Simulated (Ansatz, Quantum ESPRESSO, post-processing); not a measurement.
# Tuning the work function of Pd(100), part 8 of 8

Wanted: work-function changes of Pd(100) along a row of adsorbates.

Quantum ESPRESSO 7.5; plane-wave DFT, PBE, GBRV ultrasoft pseudopotentials; geometry by Ansatz 0.2.0 with PAW datasets.

So far. Step 13 (Ground state, Al overlayer): The covered face stands at 4.56 eV against 5.13 eV when clean. Step 13 (Ground state, Al overlayer): Inside the slab this potential holds the local part of the pseudopotentials, which can be repulsive at the nuclei; only its value in the vacuum has a meaning of its own.

### Step 14. Projections on atomic orbitals, Al overlayer

Input file Al.pdos.in:

```
&projwfc
  prefix = 'Al.esm'
  outdir = './out'
  filpdos = 'Al.pdos'
  Emin = -12.839
  Emax = -0.839
  DeltaE = 0.1
  ngauss = 0
  degauss = 0.01
/
```

Run with:

```bash
$ OMP_NUM_THREADS=1 mpirun -n 4 projwfc.x -in Al.pdos.in > Al.pdos.out
```

Output:

```text
[banner, memory and clock lines left out]
Program PROJWFC v.7.5 starts

          URL

     ./out/Al.esm.save/

     IMPORTANT: XC functional enforced from input :
     Exchange-correlation= PBE
                           (   1   4   3   4   0   0   0)
     Any further DFT definition will be discarded
     Please, verify this is what you really want

     negative rho (up, down):  3.891E-01 0.000E+00

     Gaussian broadening (read from input): ngauss,degauss=   0    0.010000

     Calling projwave ....
     one sub-group per band group will be used

     linear algebra parallelized on   4 procs

  Problem Sizes
  natomwfc =           64
  nx       =           32
  nbnd     =           50
  nkstot   =           21
  npwx     =         1550
  nkb      =           99

     Atomic states used for projection
     (read from pseudopotential files):

     state #   1: atom   1 (Pd ), wfc  1 (l=1 m= 1)
     state #   2: atom   1 (Pd ), wfc  1 (l=1 m= 2)
     state #   3: atom   1 (Pd ), wfc  1 (l=1 m= 3)
     state #   4: atom   1 (Pd ), wfc  2 (l=2 m= 1)
     state #   5: atom   1 (Pd ), wfc  2 (l=2 m= 2)
     state #   6: atom   1 (Pd ), wfc  2 (l=2 m= 3)
     state #   7: atom   1 (Pd ), wfc  2 (l=2 m= 4)
     state #   8: atom   1 (Pd ), wfc  2 (l=2 m= 5)
     state #   9: atom   1 (Pd ), wfc  3 (l=0 m= 1)
     state #  10: atom   1 (Pd ), wfc  4 (l=1 m= 1)
     state #  11: atom   1 (Pd ), wfc  4 (l=1 m= 2)
     state #  12: atom   1 (Pd ), wfc  4 (l=1 m= 3)
     state #  13: atom   2 (Pd ), wfc  1 (l=1 m= 1)
     state #  14: atom   2 (Pd ), wfc  1 (l=1 m= 2)
     state #  15: atom   2 (Pd ), wfc  1 (l=1 m= 3)
     state #  16: atom   2 (Pd ), wfc  2 (l=2 m= 1)
     state #  17: atom   2 (Pd ), wfc  2 (l=2 m= 2)
     state #  18: atom   2 (Pd ), wfc  2 (l=2 m= 3)
     state #  19: atom   2 (Pd ), wfc  2 (l=2 m= 4)
     state #  20: atom   2 (Pd ), wfc  2 (l=2 m= 5)
     state #  21: atom   2 (Pd ), wfc  3 (l=0 m= 1)
     state #  22: atom   2 (Pd ), wfc  4 (l=1 m= 1)
     state #  23: atom   2 (Pd ), wfc  4 (l=1 m= 2)
     state #  24: atom   2 (Pd ), wfc  4 (l=1 m= 3)
     state #  25: atom   3 (Pd ), wfc  1 (l=1 m= 1)
     state #  26: atom   3 (Pd ), wfc  1 (l=1 m= 2)
     state #  27: atom   3 (Pd ), wfc  1 (l=1 m= 3)
     state #  28: atom   3 (Pd ), wfc  2 (l=2 m= 1)
     state #  29: atom   3 (Pd ), wfc  2 (l=2 m= 2)
     state #  30: atom   3 (Pd ), wfc  2 (l=2 m= 3)
     state #  31: atom   3 (Pd ), wfc  2 (l=2 m= 4)
     state #  32: atom   3 (Pd ), wfc  2 (l=2 m= 5)
     state #  33: atom   3 (Pd ), wfc  3 (l=0 m= 1)
     state #  34: atom   3 (Pd ), wfc  4 (l=1 m= 1)
     state #  35: atom   3 (Pd ), wfc  4 (l=1 m= 2)
     state #  36: atom   3 (Pd ), wfc  4 (l=1 m= 3)
     state #  37: atom   4 (Pd ), wfc  1 (l=1 m= 1)
     state #  38: atom   4 (Pd ), wfc  1 (l=1 m= 2)
     state #  39: atom   4 (Pd ), wfc  1 (l=1 m= 3)
     state #  40: atom   4 (Pd ), wfc  2 (l=2 m= 1)
     state #  41: atom   4 (Pd ), wfc  2 (l=2 m= 2)
     state #  42: atom   4 (Pd ), wfc  2 (l=2 m= 3)
     state #  43: atom   4 (Pd ), wfc  2 (l=2 m= 4)
     state #  44: atom   4 (Pd ), wfc  2 (l=2 m= 5)
     state #  45: atom   4 (Pd ), wfc  3 (l=0 m= 1)
     state #  46: atom   4 (Pd ), wfc  4 (l=1 m= 1)
     state #  47: atom   4 (Pd ), wfc  4 (l=1 m= 2)
     state #  48: atom   4 (Pd ), wfc  4 (l=1 m= 3)
     state #  49: atom   5 (Pd ), wfc  1 (l=1 m= 1)
     state #  50: atom   5 (Pd ), wfc  1 (l=1 m= 2)
     state #  51: atom   5 (Pd ), wfc  1 (l=1 m= 3)
     state #  52: atom   5 (Pd ), wfc  2 (l=2 m= 1)
     state #  53: atom   5 (Pd ), wfc  2 (l=2 m= 2)
     state #  54: atom   5 (Pd ), wfc  2 (l=2 m= 3)
     state #  55: atom   5 (Pd ), wfc  2 (l=2 m= 4)
     state #  56: atom   5 (Pd ), wfc  2 (l=2 m= 5)
     state #  57: atom   5 (Pd ), wfc  3 (l=0 m= 1)
     state #  58: atom   5 (Pd ), wfc  4 (l=1 m= 1)
     state #  59: atom   5 (Pd ), wfc  4 (l=1 m= 2)
     state #  60: atom   5 (Pd ), wfc  4 (l=1 m= 3)
     state #  61: atom   6 (Al ), wfc  1 (l=0 m= 1)
     state #  62: atom   6 (Al ), wfc  2 (l=1 m= 1)
     state #  63: atom   6 (Al ), wfc  2 (l=1 m= 2)
     state #  64: atom   6 (Al ), wfc  2 (l=1 m= 3)

[... projections of each state ...]
Lowdin Charges:

     Atom #   1: total charge =  15.9633, s =  0.3042,
     Atom #   1: total charge =  15.9633, p =  6.5857, pz=  2.1310, px=  2.2273, py=  2.2273,
     Atom #   1: total charge =  15.9633, d =  9.0734, dz2=  1.8849, dxz=  1.8301, dyz=  1.8301, dx2-y2=  1.6766, dxy=  1.8518,
     Atom #   2: total charge =  16.0229, s =  0.2633,
     Atom #   2: total charge =  16.0229, p =  6.8121, pz=  2.2849, px=  2.2636, py=  2.2636,
     Atom #   2: total charge =  16.0229, d =  8.9475, dz2=  1.8772, dxz=  1.7202, dyz=  1.7202, dx2-y2=  1.7560, dxy=  1.8738,
     Atom #   3: total charge =  15.9938, s =  0.2591,
     Atom #   3: total charge =  15.9938, p =  6.7754, pz=  2.2626, px=  2.2564, py=  2.2564,
     Atom #   3: total charge =  15.9938, d =  8.9593, dz2=  1.8554, dxz=  1.7510, dyz=  1.7510, dx2-y2=  1.7365, dxy=  1.8653,
     Atom #   4: total charge =  16.0455, s =  0.2572,
     Atom #   4: total charge =  16.0455, p =  6.7646, pz=  2.2512, px=  2.2567, py=  2.2567,
     Atom #   4: total charge =  16.0455, d =  9.0236, dz2=  1.8454, dxz=  1.8031, dyz=  1.8031, dx2-y2=  1.6984, dxy=  1.8737,
     Atom #   5: total charge =  16.4730, s =  0.3141,
     Atom #   5: total charge =  16.4730, p =  7.0222, pz=  2.3543, px=  2.3340, py=  2.3340,
     Atom #   5: total charge =  16.4730, d =  9.1367, dz2=  1.8347, dxz=  1.8157, dyz=  1.8157, dx2-y2=  1.7764, dxy=  1.8942,
     Atom #   6: total charge =   2.4170, s =  0.7448,
     Atom #   6: total charge =   2.4170, p =  1.6722, pz=  0.5642, px=  0.5540, py=  0.5540,
     Atom #   6: total charge =   2.4170, d =  0.0000, dz2=  0.0000, dxz=  0.0000, dyz=  0.0000, dx2-y2=  0.0000, dxy=  0.0000,
     Spilling Parameter:   0.0010

Note: The following floating-point exceptions are signalling: IEEE_DIVIDE_BY_ZERO IEEE_UNDERFLOW_FLAG
Note: The following floating-point exceptions are signalling: IEEE_DIVIDE_BY_ZERO IEEE_UNDERFLOW_FLAG
Note: The following floating-point exceptions are signalling: IEEE_DIVIDE_BY_ZERO IEEE_UNDERFLOW_FLAG
Note: The following floating-point exceptions are signalling: IEEE_DIVIDE_BY_ZERO IEEE_UNDERFLOW_FLAG
```

It took 1.5 s on 4 MPI ranks of Arm Neoverse V1, shared host; peak memory 0.1 GiB; 6.1 s of CPU time.

Numbers from this step:

* spilling of the projection: 0.001

Projected DOS an atom over height of the atomic layer and energy from the Fermi level. Columns are the atomic layers from the bottom up.

Ten even steps from '0' (0.00 states/eV) to '9' (2.93 states/eV), each cell a mean:
```
111111
100012
211112
787511
966821
965821
956730
845540
876790
679890
456750
565560
475480
387580
156481
001120
000030
000011
000011
000000
000000
000000
```
Columns: height of the atomic layer (Å) from -4.85 to 4.85 (not evenly spaced); rows upwards: energy from the Fermi level (eV) from -8.00 to 1.40.

The atomic orbitals miss 0.1 % of the occupied states; for empty states the projections can miss much more.

### Step 15. The series side by side

Against the clean face, with Pauling's electronegativity for orientation:

| overlayer | electronegativity | height over the top plane (Å) | change of work function (eV) | step from Ansatz's dipole (eV) |
| --- | --- | --- | --- | --- |
| Mg | 1.31 | 1.82 | -1.34 | -1.29 |
| Al | 1.61 | 1.70 | -0.57 | -0.56 |

All levels:

```csv
level,covered face (eV),bare face (eV),"Ansatz, covered face (eV)",dipole by Ansatz (e Å),CPU time (s)
clean,5.127,5.101,5.085,-5.69e-4,465.3
Li,-,-,2.859,0.0929,642.8
Na,-,-,3.142,0.081,8034
Mg,3.792,5.099,3.805,0.05324,592.2
Al,4.556,5.122,4.549,0.02264,514.9
```

### Step 16. By hand

Under Mg the faces differ by -1.31 eV. By the Helmholtz relation p = −Δφ A/180.95 = +0.0547 e Å a cell, or +0.26 D; Ansatz's dipole is +0.0532 e Å.

### Step 17. Results

```json
{
 "work function of the clean face": "5.13 eV",
 "change under Mg": "-1.34 eV",
 "change under Al": "-0.57 eV"
}
```

On a clean face of 5.13 eV the changes run from -1.34 eV (Mg) to -0.57 eV (Al) (PBE, GBRV ultrasoft). Of 4 overlayers planned, 2 are shown; the others were not run or did not converge. The bare face moves by 0.02 eV over the row; it should not move at all, so the changes above are uncertain by about as much. Full 1×1 monolayers on one site are model structures; at this coverage neighbours depolarise each other, and real layers may take other sites or reconstruct. The upper layers were relaxed under PBE at the tabulated lattice constant.

Calculation against experiment:

```
                             quantity  measured  PBE, GBRV ultrasoft, clean
work function (clean (100) face) (eV)      5.48             5.13 (-0.35 eV)
```

Measured values from arxiv:1902.07811 (2019).

Verdict: The work function is off by -0.35 eV: fair agreement. The grades are ours: good and fair within 3 and 7 % for the work function. Other measurements of the same face can differ from the value quoted by 0.1 to 0.2 eV.

[Logs are printed without paths, hosts, clocks, repeated set-up lines and the standing remarks that a program may print on its own settings, such as how far it seeks lower states.]

[Hosts, paths, dates, database ids (printed as entryN), source tags and the programs' standing remarks are cut or masked in the printed files.]

[Maps of the electrostatic potential energy from Ansatz leave out the sawtooth potential of an applied field or a dipole correction, so their vacuum need not be flat; planar profiles and work functions include it.]
